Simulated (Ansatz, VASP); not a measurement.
BN: VASP beside Ansatz

```
CELL_PARAMETERS angstrom
0.00000 3.49532 2.16609
1.25163 0.00000 2.16609
1.25163 3.49532 0.00000
ATOMIC_POSITIONS crystal
B 0.00005 0.00005 0.99995
N 0.66665 0.66665 0.33335
```

Measurements of this composition are mostly on another form, of space group No. 194.

Alike in both runs: task relaxation of cell and atoms; functional PBE; dispersion D3(BJ); k mesh 12 × 12 × 12; occupations gaussian, width 0.02 eV; no spin polarisation.

```csv
,VASP,Ansatz
version,VASP 6.6.1,Ansatz 0.2.0
potentials or method,"VASP PAW PBE potentials, release 64 (B, N)","scalar-relativistic, plane waves, PAW"
plane-wave cutoff (eV),600,420
valence electrons in the cell,8,8
```

```csv
,VASP,Ansatz,Ansatz less VASP
"gap on the k mesh at the Fermi level, each at its own relaxed structure (eV)",3.61,3.66,+0.050
relaxed volume (Å³/atom),9.00,9.08,+0.078
relaxed cell length with the largest relative difference (Å),3.540,3.567,+0.0268
energy change over the relaxation (meV/atom),-2,-2,+0.8
```

A k mesh can miss the band edges. PBE gaps usually lie below the measured ones, often by a third to a half.
